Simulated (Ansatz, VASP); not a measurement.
**Cross-check of SiO2 (SiO2 (P3_121)) between VASP and Ansatz**

Aim: how closely do two programs agree when they are given the same cell, functional and k mesh? Of the first pair: The structure shown is the end of the Ansatz relaxation below.

Main program and level: Ansatz 0.2.0; plane waves, with VASP 6.6.1 beside it; single point at PBEsol.

## 1. Starting point

The cell holds 54 atoms: 18 Si and 36 O. Cell: a = 7.355 Å, b = 7.355 Å, c = 14.845 Å, α = 70.3°, β = 70.3°, γ = 71.3°.

## 2. Ansatz: relaxation, PBEsol

Ansatz runs on its PAW soft_1 files.

This run makes the geometry at which the two programs are then compared.

The input, input.yaml:

```yaml
crystal:
  lattice:
    - [-2.47420687, 4.285452, 5.44132167]
    - [4.94841373, 0.0, 5.44132167]
    - [7.42262061, 12.856356, 0.0]
  atoms:
    - { symbol: Si, position: [0.0, 0.0, 0.1765716666667] }
    - { symbol: Si, position: [0.5, 0.5, 0.009905] }
    - { symbol: Si, position: [0.068476, 0.598191, 0.1339363333333] }
    - { symbol: Si, position: [0.568476, 0.098191, 0.300603] }
    - { symbol: Si, position: [0.431524, 0.901809, 0.189492] }
    - { symbol: Si, position: [0.931524, 0.401809, 0.02282533333333] }
    - { symbol: O, position: [0.465397, 0.319992, 0.3156966666667] }
    - { symbol: O, position: [0.965397, 0.819992, 0.14903] }
    - { symbol: O, position: [0.192902, 0.92582, 0.2205643333333] }
    - { symbol: O, position: [0.692902, 0.42582, 0.05389766666667] }
    - { symbol: O, position: [0.019784, 0.432271, 0.2377113333333] }
    - { symbol: O, position: [0.519784, 0.932271, 0.07104466666667] }
    - { symbol: O, position: [0.034603, 0.180008, 0.077493] }
    - { symbol: O, position: [0.534603, 0.680008, 0.2441596666667] }
    - { symbol: O, position: [0.480216, 0.067729, 0.2217296666667] }
    - { symbol: O, position: [0.980216, 0.567729, 0.055063] }
    - { symbol: O, position: [0.307098, 0.57418, 0.09347166666667] }
    - { symbol: O, position: [0.807098, 0.07418, 0.2601383333333] }
    - { symbol: Si, position: [0.0, 0.0, 0.509905] }
    - { symbol: Si, position: [0.5, 0.5, 0.3432383333333] }
    - { symbol: Si, position: [0.068476, 0.598191, 0.4672696666667] }
    - { symbol: Si, position: [0.568476, 0.098191, 0.6339363333333] }
    - { symbol: Si, position: [0.431524, 0.901809, 0.5228253333333] }
    - { symbol: Si, position: [0.931524, 0.401809, 0.3561586666667] }
    - { symbol: O, position: [0.465397, 0.319992, 0.64903] }
    - { symbol: O, position: [0.965397, 0.819992, 0.4823633333333] }
    - { symbol: O, position: [0.192902, 0.92582, 0.5538976666667] }
    - { symbol: O, position: [0.692902, 0.42582, 0.387231] }
    - { symbol: O, position: [0.019784, 0.432271, 0.5710446666667] }
    - { symbol: O, position: [0.519784, 0.932271, 0.404378] }
    - { symbol: O, position: [0.034603, 0.180008, 0.4108263333333] }
    - { symbol: O, position: [0.534603, 0.680008, 0.577493] }
    - { symbol: O, position: [0.480216, 0.067729, 0.555063] }
    - { symbol: O, position: [0.980216, 0.567729, 0.3883963333333] }
    - { symbol: O, position: [0.307098, 0.57418, 0.426805] }
    - { symbol: O, position: [0.807098, 0.07418, 0.5934716666667] }
    - { symbol: Si, position: [0.0, 0.0, 0.8432383333333] }
    - { symbol: Si, position: [0.5, 0.5, 0.6765716666667] }
    - { symbol: Si, position: [0.068476, 0.598191, 0.800603] }
    - { symbol: Si, position: [0.568476, 0.098191, 0.9672696666667] }
    - { symbol: Si, position: [0.431524, 0.901809, 0.8561586666667] }
    - { symbol: Si, position: [0.931524, 0.401809, 0.689492] }
    - { symbol: O, position: [0.465397, 0.319992, 0.9823633333333] }
    - { symbol: O, position: [0.965397, 0.819992, 0.8156966666667] }
    - { symbol: O, position: [0.192902, 0.92582, 0.887231] }
    - { symbol: O, position: [0.692902, 0.42582, 0.7205643333333] }
    - { symbol: O, position: [0.019784, 0.432271, 0.904378] }
    - { symbol: O, position: [0.519784, 0.932271, 0.7377113333333] }
    - { symbol: O, position: [0.034603, 0.180008, 0.7441596666667] }
    - { symbol: O, position: [0.534603, 0.680008, 0.9108263333333] }
    - { symbol: O, position: [0.480216, 0.067729, 0.8883963333333] }
    - { symbol: O, position: [0.980216, 0.567729, 0.7217296666667] }
    - { symbol: O, position: [0.307098, 0.57418, 0.7601383333333] }
    - { symbol: O, position: [0.807098, 0.07418, 0.926805] }
basis:
  ecutwfc: 420.0
  ecutrho_ratio: 4
  xc_grid: 2
  fft_grid_basis: typed
  precision: f64
kpoints:
  mp_grid: { grid: [2, 2, 1], shift: [0.25, 0.25, 0.25] }
hamiltonian:
  xc: pbesol
  pseudopotentials:
    kind: paw
    xc_functional: pbe
    azcp: { folder: soft_1, O: "soft_1/O.paw.azcp", Si: "soft_1/Si.paw.azcp" }
scf:
  max_iter: 100
  self_checks: high
  occupations: { method: fixed }
relax:
  f_tol: 0.02
  max_steps: 60
output:
  forces: true
checkpoint:
  write: "../host.relax.run"
  compress: false
  write_wavefunctions: true
  write_every: 100000
```

Command:

```sh
$ ansatz run input.yaml --threads 32 --pin off --max-ram 84787MiB --backend cuda --events-out ev --progress --plain --runs-dir out --max-vram 78GiB
```

Numbers of over 12 decimals in the logs are rounded to 6 here.

The program printed:

```text
Engine: ansatz 0.2.0, aarch64-unknown-linux-gnu
Pseudopotentials: kind: paw
Pseudopotential: Si, paw, valence charge 4, recommended cutoff 420 eV (normal), soft_1/Si.paw.azcp
Pseudopotential: O, paw, valence charge 6, recommended cutoff 420 eV (normal), soft_1/O.paw.azcp
Functional definition: PBEsol
  exchange = pbesol_x
  correlation = pbesol_c
device memory: the entry about to start is reckoned to put 8.1 GiB on a device that reports 170.0 GiB free (of which the cap on the GPU budget leaves the run 78.0 GiB)
GPU FFT provider: cuFFT
GPU libraries: cuBLAS 13.8.1, cuFFT 12.4.0, cuSOLVER 12.3.2
Crystal: 54 atoms, lattice volume = 692.338 Å³
Basis set: ecut = 420 eV, 13551 PW (Γ), exchange–correlation on 100×100×200 points (8 copies of the dense FFT grid, shifted against one another)
Bands: 198, of which v1, the nominal top of the filled ones, is band 144 counted from 1 (143 counted from 0)
Symmetry: 6 space group operations
Space group: P3121 (ITA 152), of the structure as read, at distance tolerance 8.8e-5 Å
k-points: 4
Non-local potential: Si, projectors of the file, l = 0: 2, l = 1: 2, l = 2: 1
Non-local potential: O, projectors of the file, l = 0: 2, l = 1: 2, l = 2: 1
PAW form: soft (Blöchl's): semilocal exchange-correlation on the pseudo side does not see the compensation charge
PAW frozen core: Si, regenerated for the run's functional, and the local potential with it (the file was generated under x = pbe(κ = 0.804, μ = 0.219515), c = pbe(β = 0.066725))
PAW frozen core: O, regenerated for the run's functional, and the local potential with it (the file was generated under x = pbe(κ = 0.804, μ = 0.219515), c = pbe(β = 0.066725))
PAW one-centre angular grid: Si, 110 points (default); XC on 64 Gauss nodes
PAW one-centre angular grid: O, 110 points (default); XC on 64 Gauss nodes
Initial density: superposition of atomic densities (chi_scale 0.1, normalization cell, long waves kept (reshape's long-wave potential 0.01 eV rms))
Initial wavefunctions: pseudopotential atomic-orbital guess
GPU buffer pool allocated for 250000 grid points (all kernels)
GPU transforms: local potential and band sums: pruned to the plane-wave sphere, on 50×50×100
Functional: x = pbesol(κ = 0.804, μ = 0.123457), c = pbesol(β = 0.046)
SCF iter   1: F=—  HF=-31465.185937 eV  |Δ(HF+E_count)|=         —  Δρ=1.22e-1  dr2=9.28e1  Hψ=2810
preconditioner: auto → Resta (q_TF=auto, 2.357 Å⁻¹)  ε∞=2.8  [insulator: Δε(μ)=7.145 eV  Ē_g=17.879 eV  n_scr=152 (ndim 8)  ℏωp=23.9 eV  f_vac=0.005  ε∞_Penn≈2.8]
SCF iter   2: F=—  HF=-31439.846556 eV  |Δ(HF+E_count)|=    2.53e1  Δρ=4.24e-2  dr2=5.21e0  Hψ=1872
SCF iter   3: F=—  HF=-31439.245754 eV  |Δ(HF+E_count)|=   6.01e-1  Δρ=2.06e-2  dr2=1.59e0  Hψ=607
SCF iter   4: F=—  HF=-31439.236177 eV  |Δ(HF+E_count)|=   9.58e-3  Δρ=1.80e-3  dr2=1.94e-2  Hψ=1182
SCF iter   5: F=—  HF=-31439.262789 eV  |Δ(HF+E_count)|=   2.66e-2  Δρ=7.08e-4  dr2=2.70e-3  Hψ=1191
SCF iter   6: F=—  HF=-31439.262885 eV  |Δ(HF+E_count)|=   9.64e-5  Δρ=1.68e-4  dr2=1.86e-4  Hψ=1232
SCF iter   7: F=—  HF=-31439.263027 eV  |Δ(HF+E_count)|=   1.41e-4  Δρ=1.41e-4  dr2=9.81e-5  Hψ=1175
SCF iter   8: F=-31439.263020 eV  HF=-31439.263018 eV  |Δ(HF+E_count)|=   9.32e-6  Δρ=1.38e-5  dr2=9.41e-7  Hψ=3104
SCF 1 converged in 8 iterations: F = -31439.263020 eV  dr2 = 9.41e-7
  greatest PAW one-centre occupation: 0.859 electrons in one spin orbital (limit 2), on the O atom at site 43 (counted from 0), in its partial waves of l = 0
relax step   1: F+E_penalty+E_count = -31439.26301980 eV  Δ(F+E_penalty+E_count) = +0.000e0 eV  max|allowed force component| = 8.976e-4 eV/Å  Δτ_max = 0.0000 Å  (8 SCF iters, dr2 threshold 1.00e-5 eV, accepted)
device memory: the entry about to start is reckoned to put 7.9 GiB (of the 8.1 GiB reckoned in all, the device holds 0.2 GiB already) on a device that reports 169.8 GiB free (of which the cap on the GPU budget leaves the run 77.8 GiB)
GPU FFT provider: cuFFT
GPU libraries: cuBLAS 13.8.1, cuFFT 12.4.0, cuSOLVER 12.3.2
Initial density: handed on by an earlier stage of this run
Initial wavefunctions: those handed on with the density
GPU buffer pool allocated for 250000 grid points (all kernels)
GPU transforms: local potential and band sums: pruned to the plane-wave sphere, on 50×50×100
iter 1 solved again at ethr=3.31e-10 eV; its pass at ethr=3.10e-3 eV (dr2=9.54e-7 eV) is discarded
SCF iter   1: F=—  HF=-31439.263278 eV  |Δ(HF+E_count)|=         —  Δρ=1.41e-5  dr2=9.59e-7  Hψ=2047
preconditioner: auto → Resta (q_TF=auto, 2.357 Å⁻¹)  ε∞=3.1  [insulator: Δε(μ)=5.902 eV  Ē_g=16.703 eV  n_scr=152 (ndim 8)  ℏωp=23.9 eV  f_vac=0.111  ε∞_Penn≈3.1]
SCF iter   2: F=—  HF=-31439.263019 eV  |Δ(HF+E_count)|=   2.59e-4  Δρ=7.30e-6  dr2=3.15e-7  Hψ=1175
SCF iter   3: F=-31439.263020 eV  HF=-31439.263020 eV  |Δ(HF+E_count)|=   1.01e-6  Δρ=3.88e-6  dr2=8.93e-8  Hψ=2413
SCF 2 converged in 3 iterations: F = -31439.263020 eV  dr2 = 8.93e-8
relax step   2: F+E_penalty+E_count = -31439.26302018 eV  Δ(F+E_penalty+E_count) = -3.869e-7 eV  max|allowed force component| = 9.278e-4 eV/Å  Δτ_max = 0.0000 Å  (3 SCF iters, accepted)
device memory: the entry about to start is reckoned to put 10.0 GiB (of the 10.2 GiB reckoned in all, the device holds 0.2 GiB already) on a device that reports 169.8 GiB free (of which the cap on the GPU budget leaves the run 77.8 GiB)
NSCF: frozen V_eff on 4 k-points
the band table was solved once a step of the walk had ended and its energy, with any forces and stress, was formed, with the checks that follow a solve (5883 applications of the Hamiltonian). They found nothing against the state; the energy, forces and stress were not computed again (output.eigenvalues in the input reference)
SCF converged after 3 iterations
Free energy (F): -31439.263020 eV
Harris-Foulkes:  -31439.263020 eV  (|F-HF|=1.53e-7)
Internal energy: -31439.263020 eV  (E = F + TS)
E sigma→0 (E₀):  -31439.263020 eV
Fermi energy:    2.220017 eV
--- Per-component energies (eV) ---
  E_band       = -1300.742849
  E_kinetic    = 6969.014754
  E_local      = -17623.859812  (includes V_loc(G=0)·N_el)
  E_nonlocal   = 2295.232590
  E_hartree    = 6424.129568
  E_xc         = -3569.401029
  E_vxc        = -4149.445654  (∫ρ·V_xc dr)
  E_paw        = -14651.643292  (= ΣΔE_a)
  E_vpaw       = -1639.978708  (= ΣTr[D̂ρ^β])
  E_aug_tail   = 0.030101  (compensation charges beyond the density's cutoff)
  E_ewald      = -11284.604357
  E_core_change = 1.838458  (= ΣΔE_core)
  E_smearing   = -0.000000  (= −TS)
  E_closure    = -0.000000  (closes the sum)
  Σ components = -31439.263020   (vs F -31439.263020, Δ=0.00e0)
--- Forces (eV/Å), atoms counted from 1 ---
  atom   1  Si    -0.00008782    -0.00016872    -0.00001157
  atom   2  Si    -0.00008782    -0.00016872    -0.00001157
  atom   3  Si    -0.00005687     0.00027277    -0.00010185
  atom   4  Si    -0.00005687     0.00027277    -0.00010185
  atom   5  Si     0.00020910     0.00000732     0.00003810
  atom   6  Si     0.00020910     0.00000732     0.00003810
  [... 48 more lines of this table ...]
  max |Σ_I F_I| component: 3.45e-5 eV/Å
--- Band table (eV) ---
  k-point 0: bands = ["-16.9736", "-16.7614", "-16.6466", "-16.4528", "-16.4295", "-16.4118", "-16.0586", "-16.0231", "-16.0092", "-15.9439", "-15.9031", "-15.6773", "-15.6498", "-15.5716", "-15.5589"
  k-point 1: bands = ["-16.7668", "-16.7068", "-16.6376", "-16.5333", "-16.4858", "-16.4733", "-16.2339", "-16.1540", "-16.0347", "-16.0124", "-15.8909", "-15.8309", "-15.5125", "-15.4790", "-15.4692"
  k-point 2: bands = ["-16.7679", "-16.7068", "-16.6399", "-16.5300", "-16.4815", "-16.4733", "-16.2339", "-16.1477", "-16.0491", "-16.0249", "-15.8820", "-15.8309", "-15.4955", "-15.4692", "-15.4625"
  k-point 3: bands = ["-16.7614", "-16.6654", "-16.4989", "-16.4851", "-16.4118", "-16.4016", "-16.3810", "-16.1545", "-16.1429", "-16.0599", "-16.0586", "-16.0231", "-15.5590", "-15.4913", "-15.4628"
--- Relaxed structure (2 steps of the walk, 2 accepted, 0 SCFs on fresh bases) ---
  F+E_penalty+E_count = -31439.26302018 eV   max|allowed force component| = 9.278e-4 eV/Å
  atoms:
    - { symbol: Si, position: [2.7755575615628914e-17, -2.7755575615628914e-17, 0.176572] }
    - { symbol: Si, position: [0.500000, 0.500000, 0.009905] }
    - { symbol: Si, position: [0.068476, 0.598191, 0.133936] }
    - { symbol: Si, position: [0.568476, 0.098191, 0.300603] }
    - { symbol: Si, position: [0.431524, 0.901809, 0.189492] }
    - { symbol: Si, position: [0.931524, 0.401809, 0.022825] }
  [... 48 more lines of this table ...]
```

The column dr2 measures how far the density is from self-consistency, as an energy; F and HF (Harris–Foulkes) agree once it is small.

## 3. VASP: single point, PBEsol, pair 1

The same cell, functional and mesh now go to VASP, with its own data sets.

Lines of VASP's logs that name or quote its potential files are left out, and so is its time.

The input, INCAR:

```
SYSTEM = SiO2
PREC = Accurate
ENCUT = 520
EDIFF = 1E-06
NELM = 120
ISMEAR = 0
SIGMA = 0.01
LREAL = Auto
ALGO = Normal
GGA = PS
NBANDS = 184
LORBIT = 11
LWAVE = .FALSE.
LCHARG = .FALSE.
ISIF = 2
ISYM = 2
LASPH = .TRUE.
GGA_COMPAT = .FALSE.
EFERMI = MIDGAP
KPAR = 4
```

The input, POSCAR:

```
SiO2
1.0
   -2.4742068700      4.2854520000      5.4413216700
    4.9484137300      0.0000000000      5.4413216700
    7.4226206100     12.8563560000      0.0000000000
Si O
18 36
Direct
    0.0000000000      0.0000000000      0.1765716667
    0.5000000000      0.5000000000      0.0099050000
    0.0684800000      0.5981900000      0.1339366667
    0.5684800000      0.0981900000      0.3006033333
    0.4315200000      0.9018100000      0.1894933333
    0.9315200000      0.4018100000      0.0228266667
    0.0000000000      0.0000000000      0.5099050000
    0.5000000000      0.5000000000      0.3432383333
    0.0684800000      0.5981900000      0.4672700000
    0.5684800000      0.0981900000      0.6339366667
    0.4315200000      0.9018100000      0.5228266667
    0.9315200000      0.4018100000      0.3561600000
    0.0000000000      0.0000000000      0.8432383333
    0.5000000000      0.5000000000      0.6765716667
    0.0684800000      0.5981900000      0.8006033333
    0.5684800000      0.0981900000      0.9672700000
    0.4315200000      0.9018100000      0.8561600000
    0.9315200000      0.4018100000      0.6894933333
    0.4654000000      0.3199900000      0.3156966667
    0.9654000000      0.8199900000      0.1490300000
    0.1929000000      0.9258200000      0.2205633333
    0.6929000000      0.4258200000      0.0538966667
    0.0197800000      0.4322700000      0.2377100000
    0.5197800000      0.9322700000      0.0710433333
    0.0346000000      0.1800100000      0.0774933333
    0.5346000000      0.6800100000      0.2441600000
    0.4802200000      0.0677300000      0.2217300000
    0.9802200000      0.5677300000      0.0550633333
    0.3071000000      0.5741800000      0.0934700000
    0.8071000000      0.0741800000      0.2601366667
    0.4654000000      0.3199900000      0.6490300000
    0.9654000000      0.8199900000      0.4823633333
    0.1929000000      0.9258200000      0.5538966667
    0.6929000000      0.4258200000      0.3872300000
    0.0197800000      0.4322700000      0.5710433333
    0.5197800000      0.9322700000      0.4043766667
    0.0346000000      0.1800100000      0.4108266667
    0.5346000000      0.6800100000      0.5774933333
    0.4802200000      0.0677300000      0.5550633333
    0.9802200000      0.5677300000      0.3883966667
    0.3071000000      0.5741800000      0.4268033333
    0.8071000000      0.0741800000      0.5934700000
    0.4654000000      0.3199900000      0.9823633333
    0.9654000000      0.8199900000      0.8156966667
    0.1929000000      0.9258200000      0.8872300000
    0.6929000000      0.4258200000      0.7205633333
    0.0197800000      0.4322700000      0.9043766667
    0.5197800000      0.9322700000      0.7377100000
    0.0346000000      0.1800100000      0.7441600000
    0.5346000000      0.6800100000      0.9108266667
    0.4802200000      0.0677300000      0.8883966667
    0.9802200000      0.5677300000      0.7217300000
    0.3071000000      0.5741800000      0.7601366667
    0.8071000000      0.0741800000      0.9268033333
```

The input, KPOINTS:

```
Points of the shifted mesh
4
Reciprocal
 0.1250000000  0.1250000000  0.2500000000 1
 0.1250000000  0.6250000000  0.2500000000 1
 0.6250000000  0.1250000000  0.2500000000 1
 0.6250000000  0.6250000000  0.2500000000 1
```

Potentials, in the order of the species: Si and O (PBE family, release 64).

Command:

```sh
$ mpirun -np 8 vasp_std
```

The program printed:

```text
[banner, memory and clock lines left out]
running    8 mpi-ranks, on    1 nodes
[...]
|                                                                             |
|           W    W    AA    RRRRR   N    N  II  N    N   GGGG   !!!           |
|           W    W   A  A   R    R  NN   N  II  NN   N  G    G  !!!           |
|           W    W  A    A  R    R  N N  N  II  N N  N  G       !!!           |
|           W WW W  AAAAAA  RRRRR   N  N N  II  N  N N  G  GGG   !            |
|           WW  WW  A    A  R   R   N   NN  II  N   NN  G    G                |
|           W    W  A    A  R    R  N    N  II  N    N   GGGG   !!!           |
|                                                                             |
|     For optimal performance we recommend to set                             |
|       NCORE = 2 up to number-of-cores-per-socket                            |
|     NCORE specifies how many cores store one orbital (NPAR=cpu/NCORE).      |
|     This setting can greatly improve the performance of VASP for DFT.       |
[...]
|                                                                             |
|     You enforced a specific xc type in the INCAR file but a different       |
|     [... a line on the potential file left out ...]
|     I HOPE YOU KNOW WHAT YOU ARE DOING!                                     |
|                                                                             |

 LDA part: xc-table for (Slater+PW92), standard interpolation
 POSCAR, INCAR and KPOINTS ok, starting setup
[...]
entering main loop
       N       E                     dE             d eps       ncg     rms          rms(c)
DAV:   1     0.182692059418E+04    0.18269E+04   -0.15119E+05  1496   0.145E+03
DAV:   2    -0.346810499181E+03   -0.21737E+04   -0.21232E+04  1760   0.336E+02
DAV:   3    -0.493445270393E+03   -0.14663E+03   -0.14589E+03  1760   0.927E+01
DAV:   4    -0.495799750536E+03   -0.23545E+01   -0.23464E+01  1784   0.124E+01
[...]
DAV:  13    -0.444074552191E+03   -0.33367E-04   -0.10165E-04  1704   0.221E-02    0.104E-02
DAV:  14    -0.444074559821E+03   -0.76296E-05   -0.71808E-06  1584   0.627E-03    0.219E-03
DAV:  15    -0.444074559806E+03    0.14887E-07   -0.30322E-07  1200   0.155E-03
   1 F= -.44407456E+03 E0= -.44407456E+03  d E =0.000000E+00
```

From OUTCAR (step 3):

```text
  Total        2.0169279      2.0296115      2.1424762      0.0010031      0.0067170     -0.0130399
  in kB        4.6674822      4.6968339      4.9580203      0.0023212      0.0155441     -0.0301763
  external PRESSURE =       4.7741121 kB  Pullay stress =       0.0000000 kB

 POSITION                                       TOTAL-FORCE (eV/Angst)
 -----------------------------------------------------------------------------------
      1.31062      2.27007      0.00000         0.007450      0.012743     -0.000051
      1.31062      2.27007      5.44132         0.007450      0.012743     -0.000051
      3.78482      2.01541      3.62757         0.009271     -0.014682      0.001288
      1.31061      6.30086      3.62757         0.009271     -0.014682      0.001288
      4.80140      4.28545      7.25508        -0.017623      0.000242     -0.000341
     -0.14702      4.28545      7.25508        -0.017623      0.000242     -0.000341
      3.78483      6.55552      0.00000         0.007450      0.012743     -0.000051
      3.78483      6.55552      5.44132         0.007450      0.012743     -0.000051
      6.25903      6.30086      3.62757         0.009271     -0.014682      0.001288
      3.78482     10.58631      3.62757         0.009271     -0.014682      0.001288
      7.27560      8.57090      7.25508        -0.017623      0.000242     -0.000341
      2.32719      8.57090      7.25508        -0.017623      0.000242     -0.000341
      6.25904     10.84097      0.00000         0.007450      0.012743     -0.000051
      6.25904     10.84097      5.44132         0.007450      0.012743     -0.000051
[...]
-----------------------------------------------------------------------------------
    total drift:                                0.003408      0.005863     -0.000046

  FREE ENERGIE OF THE ION-ELECTRON SYSTEM (eV)
  ---------------------------------------------------
  free  energy   TOTEN  =      -444.0745598060 eV

  energy  without entropy=     -444.0745598060  energy(sigma->0) =     -444.07455981

[... 3 further parts left out ...]
[key lines of the parts left out:]
E-fermi :   3.7860
```

The run ends at a pressure of 0.48 GPa, with forces up to 0.018 eV/Å.

[end of part 1 of 2]

[Lines on the potential files, build, host, timing and source positions are cut from VASP's logs without a mark.]

[Logs are printed without paths, hosts, clocks, repeated set-up lines and the standing remarks that a program may print on its own settings, such as how far it seeks lower states.]

[Hosts, paths, dates, database ids (printed as entryN), source tags and the programs' standing remarks are cut or masked in the printed files.]
